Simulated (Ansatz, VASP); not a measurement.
# CsH6: VASP beside Ansatz

INCAR

```
PREC = Accurate
ENCUT = 600
EDIFF = 1E-6
ISMEAR = 0
SIGMA = 0.1
LREAL = F
LASPH = T
NELM = 100
ALGO = Normal
ISIF = 3
LWAVE = F
LCHARG = F
GGA = PE
IBRION = 2
NSW = 100
EDIFFG = -0.01
```

KPOINTS

```
Automatic mesh
0
Gamma
  9 9 6
```

File POSCAR:

```
CsH6
1.0
    5.5730284371      0.0000000000      0.0000000000
   -2.7865142185      4.8263842025      0.0000000000
    0.0000000000      0.0000000000      6.1028998377
Cs H
1 6
Direct
    0.0000000000      0.0000000000      0.5000000000
    0.5000000000      0.5000000000      0.0625314245
    0.0000000000      0.5000000000      0.0625314245
    0.5000000000      0.0000000000      0.0625314245
    0.0000000000      0.5000000000      0.9374685755
    0.5000000000      0.0000000000      0.9374685755
    0.5000000000      0.5000000000      0.9374685755
```

Input for Ansatz:

```yaml
crystal:
  lattice:
    - [5.5730284371, 0.0, 0.0]
    - [-2.7865142185, 4.8263842025, 0.0]
    - [0.0, 0.0, 6.1028998377]
  atoms:
    - { symbol: Cs, position: [0.0, 0.0, 0.5] }
    - { symbol: H, position: [0.5, 0.5, 0.0625314245] }
    - { symbol: H, position: [0.0, 0.5, 0.0625314245] }
    - { symbol: H, position: [0.5, 0.0, 0.0625314245] }
    - { symbol: H, position: [0.0, 0.5, 0.9374685755] }
    - { symbol: H, position: [0.5, 0.0, 0.9374685755] }
    - { symbol: H, position: [0.5, 0.5, 0.9374685755] }
basis:
  ecutwfc: 420
kpoints:
  mp_grid: { grid: [9, 9, 6] }
hamiltonian:
  xc: pbe
scf:
  occupations: { method: gaussian, width: 0.1 }
output:
  forces: true
  stress: true
  eigenvalues: true
  write_density: true
  write_potential: true
  elf: true
  volumetric_format: npy
relax:
  adjacent_minimum: "off"
  f_tol: 0.01
  max_steps: 80
  cell: { stress_tol: 0.05 }
```

Change from the starting cell: species swapped into the MoCl6 type (P-31m, No. 162).

Alike in both runs: task relaxation of cell and atoms; functional PBE; k mesh 9 × 9 × 6; occupations gaussian, width 0.1 eV; no spin polarisation.

```csv
,VASP,Ansatz
version,VASP 6.6.1,Ansatz 0.2.0
potentials or method,"VASP PAW PBE potentials, release 64 (Cs_sv, H)","scalar-relativistic, plane waves, PAW"
plane-wave cutoff (eV),600,420
valence electrons in the cell,15,15
```

|  | VASP | Ansatz | Ansatz less VASP |
| --- | --- | --- | --- |
| gap on the k mesh at the Fermi level, each at its own relaxed structure (eV) | none | none | - |
| relaxed volume (Å³/atom) | 24.54 | 25.66 | +1.117 |
| relaxed cell length with the largest relative difference (Å) | 6.508 | 6.640 | +0.1326 |
| energy change over the relaxation (meV/atom) | -1 | -1 | -0.5 |

A gap of «none» marks a metal or a gap that the smearing closes. Ansatz warned: «xc_potential_rough_in_thin_density».

Spin-orbit coupling is left out, which matters for the levels of Cs.
